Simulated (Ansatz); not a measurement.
**Bi (bcc)**

Method: PBE with spin–orbit coupling; two-component spinors; PAW, 420 eV, Γ-centred 14×14×14 mesh, 0.05 eV Gaussian smearing; code Ansatz. The datasets are Ansatz's generated set soft_2.

```
Bi
1.0
    -2.01109    2.01109    2.01109
     2.01109   -2.01109    2.01109
     2.01109    2.01109   -2.01109
Bi
1
Direct
  0.00000 0.00000 0.00000
```

At room temperature and ambient pressure Bi takes another structure.

The cell is relaxed to zero pressure at this level.

Path: Γ–H–N–Γ–P–H | P–N, with Γ = (0.000, 0.000, 0.000), H = (0.500, -0.500, 0.500), N = (0.000, 0.000, 0.500), P = (0.250, 0.250, 0.250) in reciprocal vectors of the calculation's cell.

Task: Is it a metal or an insulator, and if it has a gap, where are the band edges on this path?

Result: A metal: bands cross the Fermi level.

Bands as a text map, energy in eV from the Fermi level (dashes), each leg drawn with the same width:
```
  3.71 |   *     **         **     *      *               *          *
  3.43 |                   *                                        * 
  3.14 |                          *      *          *              *  
  2.86 |   *              *                          *                
  2.57 |    *                    *         *                          
  2.29 |*                            **   *                       *   
  2.00 | *               *      *      *           *                  
  1.71 |    **                 *    *                 *          *    
  1.43 |  *             *     *         *  **                         
  1.14 |                   ***     *                            *   **
  0.86 |      *        *  *                                           
  0.57 |     *                           *   *    *    *       *   *  
  0.29 |   *          *  *                  *                     *   
  0.00 |-------*--------*---------*-----------------------------------
 -0.29 |      *      *                       **         *     *  *    
 -0.57 |    *   *   *  *                         *                    
 -0.86 |       * ***  *                   *    *         **  *  *     
 -1.14 |        ** ***           *            *          *  *  *      
 -1.43 |     *                                  *       *  *  *       
 -1.71 |                                   *   *       *    **        
 -2.00 |      *                 *                *    *               
 -2.29 |                                          *  *                
 -2.57 |       *                                   **                 
 -2.86 |        ** **                       *            *            
 -3.14 |          *  *         *                *      ** ***         
 -3.43 |              *                      *** **   *      *        
 -3.71 |               *                           ***        *       
 -4.00 |                *     *                                *      
        Γ         H         N         Γ         P         HP         N
```

The calculation's cell holds 15 valence electrons, an odd number. Without magnetic order each Kramers pair of bands takes two, so one stays part-filled and the crystal must be a metal.
